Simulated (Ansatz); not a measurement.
Electrons against holes in Be₂C — Ansatz, plane waves and PAW

Space group Fm-3m (No. 225), 3 atoms in the cell of the first input below: a = 3.062 Å, b = 3.062 Å, c = 3.062 Å, α = 60.00°, β = 60.00°, γ = 60.00°.

The structure is a measured one, not always of the ambient phase, taken without relaxation (pressure -0.2 GPa with this functional, without spin–orbit coupling). Functional: PBE.

Spin–orbit coupling is left out. Kohn–Sham gap between the band edges found on a fine mesh: 1.17 eV.

Levels at points 0.012 Å⁻¹ about the band edges give the masses:

```yaml
crystal:
  lattice:
    - [0.0, 2.16500056, 2.16500056]
    - [2.16500056, 0.0, 2.16500056]
    - [2.16500056, 2.16500056, 0.0]
  atoms:
    - { symbol: Be, position: [0.25, 0.25, 0.25] }
    - { symbol: Be, position: [0.75, 0.75, 0.75] }
    - { symbol: C, position: [0.0, 0.0, 0.0] }
basis:
  ecutwfc: 420
  ecutrho_ratio: 4
kpoints:
  mp_grid: { grid: [14, 14, 14] }
hamiltonian:
  xc: pbe
scf:
  occupations: { method: gaussian, width: 0.05 }
output:
  forces: true
  stress: true
  eigenvalues: true
  eigenstates:
    kpoints:
      - [0.0, 0.0, 0.0]
      - [0.0, 0.004134846, 0.004134846]
      - [0.0, -0.004134846, -0.004134846]
      - [0.004134846, 0.0, 0.004134846]
      - [-0.004134846, 0.0, -0.004134846]
      - [0.004134846, 0.004134846, 0.0]
      - [-0.004134846, -0.004134846, 0.0]
      - [0.002923778, 0.002923778, 0.005847556]
      - [-0.002923778, -0.002923778, -0.005847556]
      - [0.002923778, 0.005847556, 0.002923778]
      - [-0.002923778, -0.005847556, -0.002923778]
      - [0.005847556, 0.002923778, 0.002923778]
      - [-0.005847556, -0.002923778, -0.002923778]
      - [0.004774509, 0.004774509, 0.004774509]
      - [-0.004774509, -0.004774509, -0.004774509]
      - [0.0, -0.5, -0.5]
      - [0.0, -0.495865154, -0.495865154]
      - [0.0, -0.504134846, -0.504134846]
      - [0.004134846, -0.5, -0.495865154]
      - [-0.004134846, -0.5, -0.504134846]
      - [0.004134846, -0.495865154, -0.5]
      - [-0.004134846, -0.504134846, -0.5]
      - [0.002923778, -0.497076222, -0.494152444]
      - [-0.002923778, -0.502923778, -0.505847556]
      - [0.002923778, -0.494152444, -0.497076222]
      - [-0.002923778, -0.505847556, -0.502923778]
      - [0.005847556, -0.497076222, -0.497076222]
      - [-0.005847556, -0.502923778, -0.502923778]
      - [0.004774509, -0.495225491, -0.495225491]
      - [-0.004774509, -0.504774509, -0.504774509]
    de_dk: true
    e_range: [-1.185244605304, 1.185244605305]
```

```bash
ansatz run input.yaml --threads 4 --pin off --max-ram 9216MiB --backend cpu --events-out ev --progress --plain --runs-dir out
```

Time: 0.77 s on 4 threads of Arm Neoverse V1 (shared host), peak memory 0.28 GiB.

Edges at k = (0.000, 0.000, 0.000) and (0.000, -0.500, -0.500); masses in electron masses along fixed Cartesian directions (which need not be the axes of a valley), negative for hole-like bands, for at most the three nearest levels of the same spin at these k-points, within 0.3 eV:

| edge | band | from the edge (meV) | degeneracy | x | y | z | 111 |
| --- | --- | --- | --- | --- | --- | --- | --- |
| valence | 1 | 0 | 3 | -0.415 | -0.415 | -0.415 | -0.685 |
| valence | 2 | 0 | 3 | -0.262 | -0.262 | -0.262 | -0.685 |
| valence | 3 | 0 | 3 | -0.262 | -0.262 | -0.262 | -0.141 |
| conduction | 1 | 0 | 1 | 0.694 | 0.233 | 0.233 | 0.299 |

These curvatures agree with the slopes at the same points. They hold at the edge alone, and further out the bands need not be parabolic. Degenerate bands can be warped: each is named by its order in energy along a direction and has no mass tensor of its own.

The states of the whole zone with their velocity products:

```yaml
crystal:
  lattice:
    - [0.0, 2.16500056, 2.16500056]
    - [2.16500056, 0.0, 2.16500056]
    - [2.16500056, 2.16500056, 0.0]
  atoms:
    - { symbol: Be, position: [0.25, 0.25, 0.25] }
    - { symbol: Be, position: [0.75, 0.75, 0.75] }
    - { symbol: C, position: [0.0, 0.0, 0.0] }
basis:
  ecutwfc: 420
  ecutrho_ratio: 4
kpoints:
  mp_grid: { grid: [14, 14, 14] }
hamiltonian:
  xc: pbe
scf:
  occupations: { method: gaussian, width: 0.05 }
output:
  forces: true
  stress: true
  eigenvalues: true
  states_by_energy: { minimum_broadening: 0.05 }
```

```bash
ansatz run input.yaml --threads 4 --pin off --max-ram 9216MiB --backend cpu --events-out ev --progress --plain --runs-dir out
```

Time: 23 s on 4 threads of Arm Neoverse V1, on a shared host, peak memory 0.74 GiB.

From that table, at a constant relaxation time τ with Fermi–Dirac weights and rigid bands:

| T (K) | doping (cm⁻³) | μ − E_F (eV) | σ_xx/τ (10²⁰/Ω m s) | S_xx (μV/K) | Lorenz (10⁻⁸ V²/K²) | ħω_p,xx (eV) |
| --- | --- | --- | --- | --- | --- | --- |
| 600 | n 1e19 | 0.515 | 0.00909 | -340 | 1.86 | 0.211 |
| 600 | p 1e19 | -0.451 | 0.00626 | 435 | 1.77 | 0.175 |
| 600 | n 1e20 | 0.671 | 0.0897 | -157 | 2.00 | 0.663 |
| 600 | p 1e20 | -0.582 | 0.062 | 242 | 1.83 | 0.551 |
| 600 | n 1e21 | 1.074 | 0.819 | -43 | 2.35 | 2.002 |
| 600 | p 1e21 | -0.809 | 0.574 | 82 | 2.15 | 1.676 |
| 900 | n 1e19 | 0.429 | 0.00893 | -392 | 1.85 | 0.209 |
| 900 | p 1e19 | -0.336 | 0.00604 | 486 | 1.77 | 0.172 |
| 900 | n 1e20 | 0.638 | 0.0884 | -203 | 1.92 | 0.658 |
| 900 | p 1e20 | -0.524 | 0.0599 | 290 | 1.78 | 0.542 |
| 900 | n 1e21 | 1.067 | 0.814 | -63 | 2.27 | 1.996 |
| 900 | p 1e21 | -0.794 | 0.563 | 116 | 2.03 | 1.660 |

Which of the dopings listed at 600 K has the largest power factor S²σ/τ along x?

n 1e19: 1.1, p 1e19: 1.2, n 1e20: 2.2, p 1e20: 3.6, n 1e21: 1.5, p 1e21: 3.9 (10¹¹ W/m K² s), so p 1e21 cm⁻³, if τ is the same for all, though the lead is small.

Caveats: melting, decomposition and changes of phase at these temperatures weren't checked; no scattering is computed, and the gap isn't corrected.

At every listed doping and temperature, electrons give the larger σ/τ and holes the larger thermopower in magnitude. The conduction edge lies at X, where equivalent valleys combine a light transverse mass (0.233) with a heavier longitudinal one (0.694). The valence top at Γ is a triplet, mainly of C 2p character, whose directional p overlap makes it strongly warped. Its heavy sheets, reaching -0.685 along 111, add many states but little velocity. This suggests a larger density of states for holes, which keeps them less degenerate at equal concentration and raises their thermopower enough to outweigh the lower conductivity in the power factor at 600 K.

The Lorenz factor rises with doping towards the metallic limit and shows no bipolar enhancement at the lowest concentrations, so an underestimated gap probably matters little for these coefficients. For electrons the power factor peaks at the middle doping, whereas for holes it is still rising at the highest, so the best hole concentration isn't bracketed.
